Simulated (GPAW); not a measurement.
# How the k mesh moves the magnetism of 1 ML Ni on Cu(001), 1 substrate layers

Wanted: the cheapest choice of the k mesh that holds the magnetic results of 1 ML Ni on Cu(001), 1 substrate layers.

Program: GPAW 26.7.0. Level of theory: PBE; plane waves with GPAW's PAW setups, scalar-relativistic. Results are calculated unless marked as measured.

## (1) The structure

The cell holds 2 atoms: 1 Cu and 1 Ni. Cell: a = 2.556 Å, b = 2.556 Å, c = 15.753 Å, α = 90.0°, β = 90.0°, γ = 90.0°. pseudomorphic film on the substrate's lattice, hard-sphere layer spacings, unrelaxed, 14 A of vacuum. Vacuum lies along c.

## (2) Rung 1 (mesh 4×4×1), start ferro +

The ladder starts at a coarse mesh; cost grows with the number of points.

File order1.py:

```python
import json
import numpy as np
from ase import Atoms
from ase.parallel import paropen, parprint
from gpaw import GPAW

atoms = Atoms(['Cu', 'Ni'],
    cell=[[2.556191, 0.0, 0.0],
         [0.0, 2.556191, 0.0],
         [0.0, 0.0, 15.753211]],
    scaled_positions=[[0.0, 0.0, 0.444354],
         [0.5, 0.5, 0.555646]],
    pbc=True,
    magmoms=[0.0, 1.0])
atoms.calc = GPAW(mode={'name': 'pw', 'ecut': 550},
    xc='PBE',
    kpts={'size': (4, 4, 1), 'gamma': True},
    occupations={'name': 'fermi-dirac', 'width': 0.05},
    convergence={'density': 1e-05, 'energy': 1e-05},
    maxiter=200,
    symmetry={'tolerance': 1e-4},
    txt='order1.txt')
e = atoms.get_potential_energy(force_consistent=True)
res = {'free_energy': e, 'energy_sigma0': atoms.get_potential_energy(), 'fermi_energy': atoms.calc.get_fermi_level()}
res['moments'] = atoms.get_magnetic_moments().tolist()
res['total'] = atoms.get_magnetic_moment()
parprint('site moments (muB):', np.round(res['moments'], 3))
parprint(f"total moment: {res['total']:.3f} muB")
parprint(f'free energy: {e:.6f} eV')
atoms.calc.write('order1.gpw')
with paropen('results.json', 'w') as f:
    json.dump(res, f)
```

Command:

```bash
$ OMP_NUM_THREADS=1 mpirun -n 2 gpaw python order1.py > order1.log
```

Numbers of over 12 decimals in the logs are rounded to 6 here.

What it wrote:

```text
site moments (muB): [0.013 0.391]
total moment: 0.438 muB
free energy: -9.387641 eV

--- order1.txt ---
Input parameters:
  mode=PW(ecut=550),
  convergence={'density': 1e-05, 'energy': 1e-05},
  kpts=MonkhorstPack(size=(4, 4, 1), gamma=True),
  maxiter=200,
  occupations=Occupations(name='fermi-dirac', width=0.05),
  symmetry=Symmetry(tolerance=0.0001),
  xc=XC(name='PBE')

Diagonalizing LCAO Hamiltonian
Converting LCAO to pw mode
   .-----.
  /|     |
 * |     |
 | |     |
 | |     |
 | |     |
 | |     |
 | |     |
 | |     |
 | | Ni  |
 | |     |
 | |     |
 | |     |
 Cu|     |
 | |     |
 | |     |
 | |     |
 | |     |
 | |     |
 | .-----.
 |/     /
 *-----*

Atoms  # Å, Bohr magnetons
|   | symbol |        x |        y |        z |    initial magnetic moments |
|---|--------|----------|----------|----------|-----------------------------|
| 0 |     Cu | 0.000000 | 0.000000 | 7.000002 | ( 0.0000,  0.0000,  0.0000) |
| 1 |     Ni | 1.278096 | 1.278096 | 8.753209 | ( 0.0000,  0.0000,  1.0000) |

Unit cell  # Å
| periodic |        x |        y |         z |   lengths |    angles |
|----------|----------|----------|-----------|-----------|-----------|
|      yes | 2.556191 | 0.000000 |  0.000000 |  2.556191 | 90.000000 |
|      yes | 0.000000 | 2.556191 |  0.000000 |  2.556191 | 90.000000 |
|      yes | 0.000000 | 0.000000 | 15.753211 | 15.753211 | 90.000000 |

Number of symmetries: 8

BZ-sampling:
  Number of BZ points: 16
  Number of IBZ points: 6

  Monkhorst-Pack size: [4, 4, 1]
  Monkhorst-Pack shift: [0.125, 0.125, 0.0]

Plane wave coefficients: 3036
Cutoff: 550.0 eV

Spin-components: 2 (collinear spins)
Bands:           21
Projectors:      12
Spin-degeneracy: 1
Datatype:        complex128

Parallelization:
  kpt:    2
  domain: 1
  band:   1

Density:
  Valence electrons: 27.0
  Components: 2
  Grid points: [14 14 90]
  Charge: 0.0  # |e|

Potential:
  Grid points: [14 14 90]

[... setups left out ...]
Reference energy: -86389.450288  # eV

eigensolver:
  PPCG
  Converge bands: occupied
  niter=2

density mixing:
  MSR1-Mixer
  Pratt-step length: 0.05
  Maximum mixing coefficient: 0.75
  Old densities: 10
  SVD Regularization: 0.005
  Good broyden scale: 1.0
  Trust region scale: 1.0
  Backstep threshold: 4.0
  History deletion threshold: 6.0
  Fourier metric: weight=20.0, sigma=0.015

occupation numbers:
  Fermi-Dirac:
    width: 0.0500  # eV

poisson solver:
  ecut: 4400.0  # eV

xc functional:
  name: PBE with 2 nearest neighbor stencil

convergence criteria:
- Maximum integral of absolute [dens]ity change: 1e-05 electrons / valence electron
- Maximum [total energy] change in last 3 cyles: 1e-05 eV / valence electron
- Maximum integral of absolute [eigenst]ate change: 4e-08 eV^2 / valence electron
maximum number of iterations: 200

SCF iterations
|iter     |      energy | eigst |  dens |  magmom |
|---------|-------------|-------|-------|---------|
|iter:   1|       0s |  -14.540847 | +0.27 |       |  +1.0009|
|iter:   2|       0s |   -9.803456 | -0.69 | -0.71 |  +0.9570|
|iter:   3|       1s |   -9.573863 | -1.94 | -1.12 |  +0.9096|
|iter:   4|       1s |   -9.353322 | -1.56 | -1.25 |  +0.7867|
|iter:   5|       2s |   -9.351158 | -2.84 | -1.64 |  +0.7505|
|iter:   6|       2s |   -9.361011 | -2.89 | -1.69 |  +0.6686|
|iter:   7|       3s |   -9.378107 | -2.96 | -1.88 |  +0.6025|
|iter:   8|       3s |   -9.373391 | -3.04 | -1.78 |  +0.4921|
|iter:   9|       4s |   -9.374091 | -4.03 | -2.30 |  +0.4820|
|iter:  10|       4s |   -9.373913 | -4.20 | -2.42 |  +0.4798|
|iter:  11|       5s |   -9.373663 | -4.75 | -2.56 |  +0.4725|
|iter:  12|       5s |   -9.373418 | -4.38 | -2.59 |  +0.4597|
|iter:  13|       6s |   -9.373289 | -5.44 | -2.76 |  +0.4511|
|iter:  14|       6s |   -9.373249c| -6.03 | -3.23 |  +0.4464|
|iter:  15|       7s |   -9.373218c| -6.21 | -3.61 |  +0.4410|
|iter:  16|       7s |   -9.373219c| -6.92 | -3.92 |  +0.4414|
|iter:  17|       8s |   -9.373200c| -6.80 | -3.90 |  +0.4389|
|iter:  18|       8s |   -9.373198c| -7.76c| -4.72 |  +0.4385|
|iter:  19|       9s |   -9.373194c| -7.80c| -4.81 |  +0.4381|
|iter:  20|       9s |   -9.373195c| -7.84c| -5.14c|  +0.4382|

Converged in 20 steps
Energy contributions relative to reference atoms: (reference = -86389.450288)

Energy contributions:
  Kinetic:          -7.164223
  Coulomb:           5.954635
  Zero:              0.142085
  External:          0.000000
  Xc:               -8.291246
  Entropy:          -0.028891
  Spinorbit:         0.000000
  ----------------------------
  Free energy:      -9.387641
  Extrapolated:     -9.373195

dipole moment: (-5.530920, -5.530920, -0.018829)  # |e|*Ang

Total magnetic moment: (0.000000, 0.000000, 0.438175)

Local magnetic moments
|        x |        y |        z |
|----------|----------|----------|
| 0.000000 | 0.000000 | 0.012819 |  # Cu   0
| 0.000000 | 0.000000 | 0.391208 |  # Ni   1

Fermi level: -1.790
Eigenvalues  # (at kpt = [0.000, 0.000, 0.000])
| band index |      eig [eV] | occ [0-1] |      eig [eV] | occ [0-1] |
|------------|---------------|-----------|---------------|-----------|
|          0 |       -64.929 |     1.000 |       -64.508 |     1.000 |
|        ... |               |           |               |           |
|          7 |        -3.787 |     1.000 |        -3.730 |     1.000 |
|          8 |        -3.787 |     1.000 |        -3.730 |     1.000 |
|          9 |        -3.593 |     1.000 |        -3.515 |     1.000 |
|         10 |        -3.345 |     1.000 |        -3.318 |     1.000 |
|         11 |        -2.828 |     1.000 |        -2.534 |     1.000 |
|         12 |        -2.318 |     1.000 |        -1.863 |     0.813 |
|         13 |        -2.318 |     1.000 |        -1.863 |     0.813 |
|         14 |        -2.057 |     0.995 |        -1.622 |     0.034 |
|         15 |        -0.508 |     0.000 |        -0.407 |     0.000 |
|         16 |         2.718 |     0.000 |         2.805 |     0.000 |
|         17 |         2.865 |     0.000 |         2.923 |     0.000 |
|         18 |         4.768 |     0.000 |         4.820 |     0.000 |
|         19 |         5.648 |     0.000 |         5.715 |     0.000 |
|         20 |         8.809 |     0.000 |         8.871 |     0.000 |

No gap
No difference between direct/indirect transitions
```

Wall time 12 s (2 MPI ranks of Arm Neoverse V2, shared host); peak memory 0.4 GiB.

Numbers from this step:

```yaml
magnetization: 0.4382 μB
final_state: ferromagnetic
largest_moment: 0.3912 μB
```

After 20 cycles the largest moment stands at 0.391 μB.

## (3) Rung 1 (mesh 4×2×1), start antiferro q=(0,1/2,0) +-

The second start gives the energy difference between the two end states, the quantity that is followed up the ladder. Its q is in fractions of the reciprocal vectors of the first run's cell.

File order2.py:

```python
import json
import numpy as np
from ase import Atoms
from ase.parallel import paropen, parprint
from gpaw import GPAW

atoms = Atoms(['Cu', 'Cu', 'Ni', 'Ni'],
    cell=[[2.556191, 0.0, 0.0],
         [0.0, 5.112382, 0.0],
         [0.0, 0.0, 15.753211]],
    scaled_positions=[[0.0, 0.0, 0.444354],
         [0.0, 0.5, 0.444354],
         [0.5, 0.25, 0.555646],
         [0.5, 0.75, 0.555646]],
    pbc=True,
    magmoms=[0.0, 0.0, 1.0, -1.0])
atoms.calc = GPAW(mode={'name': 'pw', 'ecut': 550},
    xc='PBE',
    kpts={'size': (4, 2, 1), 'gamma': True},
    occupations={'name': 'fermi-dirac', 'width': 0.05},
    convergence={'density': 1e-05, 'energy': 1e-05},
    maxiter=200,
    symmetry={'tolerance': 1e-4},
    txt='order2.txt')
e = atoms.get_potential_energy(force_consistent=True)
res = {'free_energy': e, 'energy_sigma0': atoms.get_potential_energy(), 'fermi_energy': atoms.calc.get_fermi_level()}
res['moments'] = atoms.get_magnetic_moments().tolist()
res['total'] = atoms.get_magnetic_moment()
parprint('site moments (muB):', np.round(res['moments'], 3))
parprint(f"total moment: {res['total']:.3f} muB")
parprint(f'free energy: {e:.6f} eV')
atoms.calc.write('order2.gpw')
with paropen('results.json', 'w') as f:
    json.dump(res, f)
```

Command:

```bash
$ OMP_NUM_THREADS=1 mpirun -n 2 gpaw python order2.py > order2.log
```

What it wrote:

```text
site moments (muB): [ 0.     0.     0.167 -0.167]
total moment: 0.000 muB
free energy: -18.760927 eV

--- order2.txt ---
Input parameters:
  mode=PW(ecut=550),
  convergence={'density': 1e-05, 'energy': 1e-05},
  kpts=MonkhorstPack(size=(4, 2, 1), gamma=True),
  maxiter=200,
  occupations=Occupations(name='fermi-dirac', width=0.05),
  symmetry=Symmetry(tolerance=0.0001),
  xc=XC(name='PBE')

Diagonalizing LCAO Hamiltonian
Converting LCAO to pw mode
    .-----.
   /|     |
  / |     |
 *  |     |
 |  |     |
 |  |     |
 |  |     |
 |  |     |
 |  |     |
 |  | Ni  |
 |  |     |
 |  |Ni   |
 |Cu|     |
 |  |     |
 Cu |     |
 |  |     |
 |  |     |
 |  |     |
 |  |     |
 |  .-----.
 | /     /
 |/     /
 *-----*

Atoms  # Å, Bohr magnetons
|   | symbol |        x |        y |        z |    initial magnetic moments |
|---|--------|----------|----------|----------|-----------------------------|
| 0 |     Cu | 0.000000 | 0.000000 | 7.000002 | ( 0.0000,  0.0000,  0.0000) |
| 1 |     Cu | 0.000000 | 2.556191 | 7.000002 | ( 0.0000,  0.0000,  0.0000) |
| 2 |     Ni | 1.278096 | 1.278096 | 8.753209 | ( 0.0000,  0.0000,  1.0000) |
| 3 |     Ni | 1.278096 | 3.834287 | 8.753209 | ( 0.0000,  0.0000, -1.0000) |

Number of symmetries: 2

BZ-sampling:
  Number of BZ points: 8
  Number of IBZ points: 6

  Monkhorst-Pack size: [4, 2, 1]
  Monkhorst-Pack shift: [0.125, 0.25, 0.0]

Plane wave coefficients: 6070
Cutoff: 550.0 eV

Spin-components: 2 (collinear spins)
Bands:           37
Projectors:      24
Spin-degeneracy: 1
Datatype:        complex128

Parallelization:
  kpt:    2
  domain: 1
  band:   1

Density:
[...]
|iter:  21|      38s |  -18.731535c| -7.71c| -5.03c|  +0.0003|

Converged in 21 steps
Energy contributions relative to reference atoms: (reference = -172778.900577)

Energy contributions:
  Kinetic:         -13.769053
  Coulomb:          11.603057
  Zero:              0.282978
  External:          0.000000
  Xc:              -16.819124
  Entropy:          -0.058785
  Spinorbit:         0.000000
  ----------------------------
  Free energy:     -18.760927
  Extrapolated:    -18.731535

dipole moment: (-11.058445, -11.058458, -0.041873)  # |e|*Ang

Total magnetic moment: (0.000000, 0.000000, 0.000276)

Local magnetic moments
|        x |        y |         z |
|----------|----------|-----------|
| 0.000000 | 0.000000 |  0.000002 |  # Cu   0
| 0.000000 | 0.000000 |  0.000002 |  # Cu   1
| 0.000000 | 0.000000 |  0.166921 |  # Ni   2
| 0.000000 | 0.000000 | -0.166654 |  # Ni   3

Fermi level: -1.679
Eigenvalues  # (at kpt = [0.000, 0.000, 0.000])
| band index |      eig [eV] | occ [0-1] |      eig [eV] | occ [0-1] |
|------------|---------------|-----------|---------------|-----------|
|          0 |       -64.641 |     1.000 |       -64.641 |     1.000 |
|        ... |               |           |               |           |
|         19 |        -3.214 |     1.000 |        -3.214 |     1.000 |
|         20 |        -3.015 |     1.000 |        -3.015 |     1.000 |
|         21 |        -2.985 |     1.000 |        -2.985 |     1.000 |
|         22 |        -2.521 |     1.000 |        -2.521 |     1.000 |
[...]
|         32 |         2.727 |     0.000 |         2.727 |     0.000 |
|         33 |         2.823 |     0.000 |         2.823 |     0.000 |
|         34 |         2.875 |     0.000 |         2.875 |     0.000 |
|        ... |               |           |               |           |
|         36 |         5.672 |     0.000 |         5.672 |     0.000 |

No gap
No difference between direct/indirect transitions
```

It took 43 s on 2 MPI ranks; peak memory 0.55 GiB; 87 s of CPU time.

Spin moment in the augmentation sphere by atom:

```
atom  spin moment in the augmentation sphere (μB)
 Cu1                                        0.000
 Cu2                                        0.000
 Ni3                                        0.167
 Ni4                                       -0.167
```

This step gave:

```yaml
magnetization: 0 μB
final_state: antiferromagnetic
```

This start lies +7.2 meV a seeded atom from the first; its largest moment is 0.167 μB.

## (4) Rung 2 (mesh 6×6×1), start ferro +

order1.py is the script of step 2 with these lines changed:

```diff
@@ -16,3 +16,3 @@
     xc='PBE',
-    kpts={'size': (4, 4, 1), 'gamma': True},
+    kpts={'size': (6, 6, 1), 'gamma': True},
     occupations={'name': 'fermi-dirac', 'width': 0.05},
```

Command:

```bash
$ OMP_NUM_THREADS=1 mpirun -n 2 gpaw python order1.py > order1.log
```

What it wrote:

```text
site moments (muB): [0.002 0.47 ]
total moment: 0.418 muB
free energy: -9.341802 eV

--- order1.txt ---
Input parameters:
  mode=PW(ecut=550),
  convergence={'density': 1e-05, 'energy': 1e-05},
  kpts=MonkhorstPack(size=(6, 6, 1), gamma=True),
  maxiter=200,
  occupations=Occupations(name='fermi-dirac', width=0.05),
  symmetry=Symmetry(tolerance=0.0001),
  xc=XC(name='PBE')

Diagonalizing LCAO Hamiltonian
[...]
|          9 |        -3.570 |     1.000 |        -3.563 |     1.000 |
|         10 |        -3.342 |     1.000 |        -3.307 |     1.000 |
[...]
|         17 |         2.907 |     0.000 |         2.877 |     0.000 |
|         18 |         4.803 |     0.000 |         4.780 |     0.000 |
|         19 |         5.682 |     0.000 |         5.666 |     0.000 |
|         20 |         8.846 |     0.000 |         8.821 |     0.000 |

No gap
No difference between direct/indirect transitions

[key lines of the parts left out:]
Free energy:      -9.341802
Converged in 19 steps
dipole moment: (-5.532215, -5.532215, -0.018858)  # |e|*Ang
Fermi level: -1.857
```

Wall time 16 s (2 MPI ranks); peak memory 0.42 GiB; 32 s of CPU time.

This step gave:

```yaml
magnetization: 0.4182 μB
final_state: ferromagnetic
largest_moment: 0.4702 μB
```

The largest moment moves by +0.08 μB from rung 1, at 1.4 times its CPU time.

## (5) Rung 2 (mesh 6×3×1), start antiferro q=(0,1/2,0) +-

order2.py is the script of step 3 with these lines changed:

```diff
@@ -18,3 +18,3 @@
     xc='PBE',
-    kpts={'size': (4, 2, 1), 'gamma': True},
+    kpts={'size': (6, 3, 1), 'gamma': True},
     occupations={'name': 'fermi-dirac', 'width': 0.05},
```

Command:

```bash
$ OMP_NUM_THREADS=1 mpirun -n 2 gpaw python order2.py > order2.log
```

What it wrote:

```text
site moments (muB): [-0.    -0.     0.488 -0.488]
total moment: -0.000 muB
free energy: -18.656099 eV

--- order2.txt ---
Input parameters:
  mode=PW(ecut=550),
  convergence={'density': 1e-05, 'energy': 1e-05},
  kpts=MonkhorstPack(size=(6, 3, 1), gamma=True),
  maxiter=200,
  occupations=Occupations(name='fermi-dirac', width=0.05),
  symmetry=Symmetry(tolerance=0.0001),
  xc=XC(name='PBE')

[...]
|         21 |        -3.206 |     1.000 |        -3.206 |     1.000 |
[...]
|         31 |         2.051 |     0.000 |         2.051 |     0.000 |
|         32 |         2.655 |     0.000 |         2.655 |     0.000 |
|         33 |         2.755 |     0.000 |         2.755 |     0.000 |
|        ... |               |           |               |           |
|         36 |         5.675 |     0.000 |         5.675 |     0.000 |

No gap
No difference between direct/indirect transitions

[key lines of the parts left out:]
Free energy:     -18.656099
Converged in 21 steps
dipole moment: (-11.065411, -11.065406, -0.038323)  # |e|*Ang
Fermi level: -1.954
```

Run time: 54 s. Hardware: 2 MPI ranks; peak memory 0.56 GiB.

Read from the output:

```
magnetization  : 0 μB
final state    : antiferromagnetic
largest moment : 0.4878 μB
```

This start lies +13.8 meV a seeded atom from the first, a change of +6.6 meV since rung 1; its largest moment is 0.488 μB.

## (6) Rung 3 (mesh 8×8×1), start ferro +

order1.py is the script of step 4 with these lines changed:

```diff
@@ -16,3 +16,3 @@
     xc='PBE',
-    kpts={'size': (6, 6, 1), 'gamma': True},
+    kpts={'size': (8, 8, 1), 'gamma': True},
     occupations={'name': 'fermi-dirac', 'width': 0.05},
```

Command:

```bash
$ OMP_NUM_THREADS=1 mpirun -n 2 gpaw python order1.py > order1.log
```

What it wrote:

```text
site moments (muB): [0.028 0.688]
total moment: 0.690 muB
free energy: -9.339995 eV

--- order1.txt ---
Input parameters:
  mode=PW(ecut=550),
  convergence={'density': 1e-05, 'energy': 1e-05},
  kpts=MonkhorstPack(size=(8, 8, 1), gamma=True),
  maxiter=200,
  occupations=Occupations(name='fermi-dirac', width=0.05),
  symmetry=Symmetry(tolerance=0.0001),
  xc=XC(name='PBE')

Diagonalizing LCAO Hamiltonian
[...]
|          9 |        -3.590 |     1.000 |        -3.531 |     1.000 |
|         10 |        -3.325 |     1.000 |        -3.264 |     1.000 |
[...]
|         17 |         2.895 |     0.000 |         2.885 |     0.000 |
|         18 |         4.795 |     0.000 |         4.791 |     0.000 |
|         19 |         5.669 |     0.000 |         5.681 |     0.000 |
|         20 |         8.837 |     0.000 |         8.835 |     0.000 |

No gap
No difference between direct/indirect transitions

[key lines of the parts left out:]
Free energy:      -9.339995
Converged in 17 steps
dipole moment: (-5.534821, -5.534821, -0.017806)  # |e|*Ang
Fermi level: -1.872
```

Run time: 20 s. Hardware: 2 MPI ranks; peak memory 0.43 GiB.

Read from the output:

```yaml
magnetization: 0.6904 μB
final_state: ferromagnetic
largest_moment: 0.6879 μB
```

The largest moment moves by +0.22 μB from rung 2, at 1.2 times its CPU time.

## (7) Rung 3 (mesh 8×4×1), start antiferro q=(0,1/2,0) +-

order2.py is the script of step 5 with these lines changed:

```diff
@@ -18,3 +18,3 @@
     xc='PBE',
-    kpts={'size': (6, 3, 1), 'gamma': True},
+    kpts={'size': (8, 4, 1), 'gamma': True},
     occupations={'name': 'fermi-dirac', 'width': 0.05},
```

Command:

```bash
$ OMP_NUM_THREADS=1 mpirun -n 2 gpaw python order2.py > order2.log
```

What it wrote:

```text
site moments (muB): [ 0.     0.     0.348 -0.348]
total moment: 0.000 muB
free energy: -18.636191 eV

--- order2.txt ---
Input parameters:
  mode=PW(ecut=550),
  convergence={'density': 1e-05, 'energy': 1e-05},
  kpts=MonkhorstPack(size=(8, 4, 1), gamma=True),
  maxiter=200,
  occupations=Occupations(name='fermi-dirac', width=0.05),
  symmetry=Symmetry(tolerance=0.0001),
  xc=XC(name='PBE')

[...]
|         21 |        -3.134 |     1.000 |        -3.134 |     1.000 |
[...]
|         31 |         2.077 |     0.000 |         2.077 |     0.000 |
|         32 |         2.694 |     0.000 |         2.694 |     0.000 |
|         33 |         2.741 |     0.000 |         2.741 |     0.000 |
|        ... |               |           |               |           |
|         36 |         5.671 |     0.000 |         5.671 |     0.000 |

No gap
No difference between direct/indirect transitions

[key lines of the parts left out:]
Free energy:     -18.636191
Converged in 21 steps
dipole moment: (-11.064277, -11.064277, -0.039779)  # |e|*Ang
Fermi level: -1.886
```

Elapsed: 95 s, on 2 MPI ranks; peak memory 0.63 GiB.

Numbers from this step:

```yaml
magnetization: 0 μB
final_state: antiferromagnetic
largest_moment: 0.3482 μB
```

This start lies +21.9 meV a seeded atom from the first, a change of +8.1 meV since rung 2; its largest moment is 0.348 μB.

(Part 1 of 2 ends here.)

[Logs and program files are shortened in this print: banners, set-up blocks, solver, clock and traceback lines can be left out without a mark of their own.]

[Logs are printed without paths, hosts, clocks, repeated set-up lines and the standing remarks that a program may print on its own settings, such as how far it seeks lower states.]

[Hosts, paths, dates, database ids (printed as entryN), source tags and the programs' standing remarks are cut or masked in the printed files.]

[Where a cell is said to come from a database of computed structures, the database is the Materials Project.]
